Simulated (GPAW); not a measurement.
**free-standing triangular Ru monolayer, spacing 3.288 A: a list in the functional**

Two starts of free-standing triangular Ru monolayer, spacing 3.288 A are run at each set of the functional. What moves?

Main program and level: GPAW 26.7.0; several functionals; plane waves with GPAW's PAW setups, scalar-relativistic.

This is a report of a sequence of runs, with the program logs left out and the cost of each run kept.

## 1. The system as given

The cell holds 1 atom: 1 Ru. Its edges and angles: a = 3.288 Å, b = 3.288 Å, c = 14.000 Å, α = 90.0°, β = 90.0°, γ = 120.0°. model lattice. Vacuum lies along c.

## 2. Set 1 (LDA), start ferro +

Each set takes another functional on the same cell and mesh.

order1.py

```python
import json
import numpy as np
from ase import Atoms
from ase.parallel import paropen, parprint
from gpaw import GPAW

atoms = Atoms(['Ru'],
    cell=[[3.288, 0.0, 0.0],
         [-1.644, 2.847492, 0.0],
         [0.0, 0.0, 14.0]],
    scaled_positions=[[0.0, 0.0, 0.5]],
    pbc=True,
    magmoms=[1.5])
atoms.calc = GPAW(mode={'name': 'pw', 'ecut': 600},
    xc='LDA',
    kpts={'size': (10, 10, 1), 'gamma': True},
    occupations={'name': 'marzari-vanderbilt', 'width': 0.1},
    convergence={'density': 0.0001, 'energy': 1e-05},
    maxiter=200,
    symmetry={'tolerance': 1e-4},
    txt='order1.txt')
e = atoms.get_potential_energy(force_consistent=True)
res = {'free_energy': e, 'energy_sigma0': atoms.get_potential_energy(), 'fermi_energy': atoms.calc.get_fermi_level()}
res['moments'] = atoms.get_magnetic_moments().tolist()
res['total'] = atoms.get_magnetic_moment()
parprint('site moments (muB):', np.round(res['moments'], 3))
parprint(f"total moment: {res['total']:.3f} muB")
parprint(f'free energy: {e:.6f} eV')
atoms.calc.write('order1.gpw')
with paropen('results.json', 'w') as f:
    json.dump(res, f)
```

Run with:

```
> OMP_NUM_THREADS=1 python3 order1.py > order1.log
```

Elapsed: 10 s, on 1 MPI rank of AMD EPYC 9R45, shared host; peak memory 0.23 GiB.

Numbers from this step:

```yaml
magnetization: 2.732 μB
final_state: ferromagnetic
largest_moment: 2.394 μB
```

After 15 cycles the largest moment stands at 2.39 μB.

## 3. Set 1 (LDA), start antiferro q=(0,1/2,0) +-

The second start gives the energy difference between the two end states, the quantity that is followed from set to set. Its q is in fractions of the reciprocal vectors of the first run's cell.

order2.py is the script of step 2 with these lines changed:

```diff
@@ -6,12 +6,13 @@
 
-atoms = Atoms(['Ru'],
+atoms = Atoms(['Ru', 'Ru'],
     cell=[[3.288, 0.0, 0.0],
-         [-1.644, 2.847492, 0.0],
+         [-3.288, 5.694984, 0.0],
          [0.0, 0.0, 14.0]],
-    scaled_positions=[[0.0, 0.0, 0.5]],
+    scaled_positions=[[0.0, 0.0, 0.5],
+         [0.0, 0.5, 0.5]],
     pbc=True,
-    magmoms=[1.5])
+    magmoms=[1.5, -1.5])
 atoms.calc = GPAW(mode={'name': 'pw', 'ecut': 600},
     xc='LDA',
-    kpts={'size': (10, 10, 1), 'gamma': True},
+    kpts={'size': (10, 5, 1), 'gamma': True},
     occupations={'name': 'marzari-vanderbilt', 'width': 0.1},
@@ -20,3 +21,3 @@
     symmetry={'tolerance': 1e-4},
-    txt='order1.txt')
+    txt='order2.txt')
 e = atoms.get_potential_energy(force_consistent=True)
@@ -28,3 +29,3 @@
 parprint(f'free energy: {e:.6f} eV')
-atoms.calc.write('order1.gpw')
+atoms.calc.write('order2.gpw')
 with paropen('results.json', 'w') as f:
```

Run with:

```
> OMP_NUM_THREADS=1 python3 order2.py > order2.log
```

Elapsed: 73 s, on 1 MPI rank; peak memory 0.49 GiB.

This step gave:

```
magnetization  : 0 μB
final state    : antiferromagnetic
largest moment : 2.180 μB
```

This start lies +149.5 meV a seeded atom from the first; its largest moment is 2.18 μB.

## 4. Set 2 (PBE), start ferro +

order1.py is the script of step 2 with these lines changed:

```diff
@@ -14,3 +14,3 @@
 atoms.calc = GPAW(mode={'name': 'pw', 'ecut': 600},
-    xc='LDA',
+    xc='PBE',
     kpts={'size': (10, 10, 1), 'gamma': True},
```

Run with:

```
> OMP_NUM_THREADS=1 python3 order1.py > order1.log
```

Run time: 12 s. Hardware: 1 MPI rank; peak memory 0.24 GiB.

This step gave:

* magnetization: 2.742 μB
* final state: ferromagnetic
* largest moment: 2.457 μB

The largest moment moves by +0.06 μB from set 1, at 1.1 times its CPU time.

## 5. Set 2 (PBE), start antiferro q=(0,1/2,0) +-

order2.py is the script of step 3 with these lines changed:

```diff
@@ -15,3 +15,3 @@
 atoms.calc = GPAW(mode={'name': 'pw', 'ecut': 600},
-    xc='LDA',
+    xc='PBE',
     kpts={'size': (10, 5, 1), 'gamma': True},
```

Run with:

```
> OMP_NUM_THREADS=1 python3 order2.py > order2.log
```

It took 93 s on 1 MPI rank; peak memory 0.51 GiB.

Numbers from this step:

- magnetization: 0 μB
- final state: antiferromagnetic
- largest moment: 2.361 μB

This start lies +146.1 meV a seeded atom from the first, a change of -3.4 meV since set 1; its largest moment is 2.36 μB.

## 6. Set 3 (revPBE), start ferro +

order1.py is the script of step 4 with these lines changed:

```diff
@@ -14,3 +14,3 @@
 atoms.calc = GPAW(mode={'name': 'pw', 'ecut': 600},
-    xc='PBE',
+    xc='revPBE',
     kpts={'size': (10, 10, 1), 'gamma': True},
```

Run with:

```
> OMP_NUM_THREADS=1 python3 order1.py > order1.log
```

The job ended after 11 s (1 MPI rank; peak memory 0.24 GiB).

Read from the output:

```yaml
magnetization: 2.741 μB
final_state: ferromagnetic
largest_moment: 2.467 μB
```

The largest moment moves by +0.01 μB from set 2, at 0.99 times its CPU time.

## 7. Set 3 (revPBE), start antiferro q=(0,1/2,0) +-

order2.py is the script of step 5 with these lines changed:

```diff
@@ -15,3 +15,3 @@
 atoms.calc = GPAW(mode={'name': 'pw', 'ecut': 600},
-    xc='PBE',
+    xc='revPBE',
     kpts={'size': (10, 5, 1), 'gamma': True},
```

Run with:

```
> OMP_NUM_THREADS=1 python3 order2.py > order2.log
```

Wall time 2.1 min (1 MPI rank); peak memory 0.51 GiB.

Read from the output:

```
magnetization  : 0 μB
final state    : antiferromagnetic
largest moment : 2.376 μB
```

This start lies +141.7 meV a seeded atom from the first, a change of -4.5 meV since set 2; its largest moment is 2.38 μB.

## 8. Set 4 (RPBE), start ferro +

order1.py is the script of step 6 with these lines changed:

```diff
@@ -14,3 +14,3 @@
 atoms.calc = GPAW(mode={'name': 'pw', 'ecut': 600},
-    xc='revPBE',
+    xc='RPBE',
     kpts={'size': (10, 10, 1), 'gamma': True},
```

Run with:

```
> OMP_NUM_THREADS=1 python3 order1.py > order1.log
```

Run time: 12 s. Hardware: 1 MPI rank; peak memory 0.24 GiB.

Read from the output:

```
magnetization  : 2.741 μB
final state    : ferromagnetic
largest moment : 2.474 μB
```

The largest moment moves by +0.01 μB from set 3, at 1.0 times its CPU time.

## 9. Set 4 (RPBE), start antiferro q=(0,1/2,0) +-

order2.py is the script of step 7 with these lines changed:

```diff
@@ -15,3 +15,3 @@
 atoms.calc = GPAW(mode={'name': 'pw', 'ecut': 600},
-    xc='revPBE',
+    xc='RPBE',
     kpts={'size': (10, 5, 1), 'gamma': True},
```

Run with:

```
> OMP_NUM_THREADS=1 python3 order2.py > order2.log
```

Elapsed: 1.7 min, on 1 MPI rank; peak memory 0.52 GiB.

Read from the output:

```
magnetization  : 0 μB
final state    : antiferromagnetic
largest moment : 2.382 μB
```

This start lies +140.0 meV a seeded atom from the first, a change of -1.6 meV since set 3; its largest moment is 2.38 μB.

## 10. The sets together

List, by row:

```tsv
set	functional	state from the first start	state from the second start	second less first (meV a seeded atom)	moment, first (μB)	moment, second (μB)	CPU time (s)
1	LDA	ferromagnetic	antiferromagnetic	149.5	2.394	2.18	83.63
2	PBE	ferromagnetic	antiferromagnetic	146.1	2.457	2.361	104.5
3	revPBE	ferromagnetic	antiferromagnetic	141.7	2.467	2.376	138.9
4	RPBE	ferromagnetic	antiferromagnetic	140	2.474	2.382	112.3
```

## 11. Results

| Item | Value |
| --- | --- |
| range of the moment in the table, first start | 2.39 to 2.47 μB |
| range of CPU time | 84 s to 2.3 min |
| range of the energy difference | 140 to 149 meV a seeded atom |

In words: For the first start the functionals give moments from 2.39 to 2.47 μB and energy differences from 140 to 149 meV a seeded atom; all use the same cell, so differences in their own lattice constants don't enter. The first start ends lower on every set of the table. The other start's moment moves more, from 2.2 to 2.38 μB. The smearing is not Fermi–Dirac, so its width is no temperature.

[Long decimals in the printed logs are rounded to 6 places.]

[Logs and program files are shortened in this print: banners, set-up blocks, solver, clock and traceback lines can be left out without a mark of their own.]

[Logs are printed without paths, hosts, clocks, repeated set-up lines and the standing remarks that a program may print on its own settings, such as how far it seeks lower states.]

[Hosts, paths, dates, database ids (printed as entryN), source tags and the programs' standing remarks are cut or masked in the printed files.]

[Where the starting crystal was built by hand or by swapping elements, it need not be the compound's stable phase.]

[Where a cell is said to come from a database of computed structures, the database is the Materials Project.]

[Runs that the program refused, that were killed for memory or that had too few empty states are not shown or counted.]

[Lattice constants of own cells that a recipe calls measured were typed without a cited source.]
